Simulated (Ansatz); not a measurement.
N: what symmetry allows forces and stress to be

```yaml
crystal:
  lattice:
    - [4.29202, 0.00000, 0.00000]
    - [0.00000, 4.29202, 0.00000]
    - [0.00000, 0.00000, 5.45775]
  atoms:
    - { symbol: N, position: [0.93305, 0.88145, 0.00000] }
    - { symbol: N, position: [0.61855, 0.43305, 0.50000] }
    - { symbol: N, position: [0.06695, 0.11855, 0.00000] }
    - { symbol: N, position: [0.38145, 0.56695, 0.50000] }
```

Level of theory: DFT PBE, scalar-relativistic, plane waves, PAW in Ansatz 0.2.0.

Cutoff 420 eV; k points 6×6×4 on the computed 4-atom cell (Γ-centred); Gaussian smearing, width 0.02 eV; no spin polarisation.

This distorted cell has space group P4_2/m, with 8 operations.

Q: Without a calculation: in which directions can each atom feel a force?

A: A force must be left unchanged by every operation that keeps its atom in place, so it lies in the space that those operations leave fixed. Atoms that the group maps onto each other feel forces of one size.
```tsv
atom	site symmetry	operations at the site	equivalent to atom	allowed force (Cartesian)
N1	m..	2	1	in the plane normal to (0.00, 0.00, 1.00)
N2	m..	2	1	in the plane normal to (0.00, 0.00, 1.00)
N3	m..	2	1	in the plane normal to (0.00, 0.00, 1.00)
N4	m..	2	1	in the plane normal to (0.00, 0.00, 1.00)
```

That leaves 2 independent force components of 12. A relaxation in this cell that keeps the symmetry moves the atoms in these directions alone.

Q: And the stress tensor?

A: It must be invariant under the point group, which leaves 2 independent components: yz, xz, xy vanish; xx = yy.

Q: Do the computed values obey this?

A: Yes. Forces (eV/Å):
```
N1   3.621  6.504  0.000
N2  -6.504  3.621  0.000
N3  -3.621 -6.504  0.000
N4   6.504 -3.621  0.000
```

Stress (GPa, compression positive, xx yy zz yz xz xy): -13.50 -13.50 0.29 0.00 0.00 0.00. The program imposes the same operations on density, forces and stress, so this confirms the analysis and is no independent test of the calculation.

The cell holds molecules, and where no dispersion correction was added their binding is poorly described.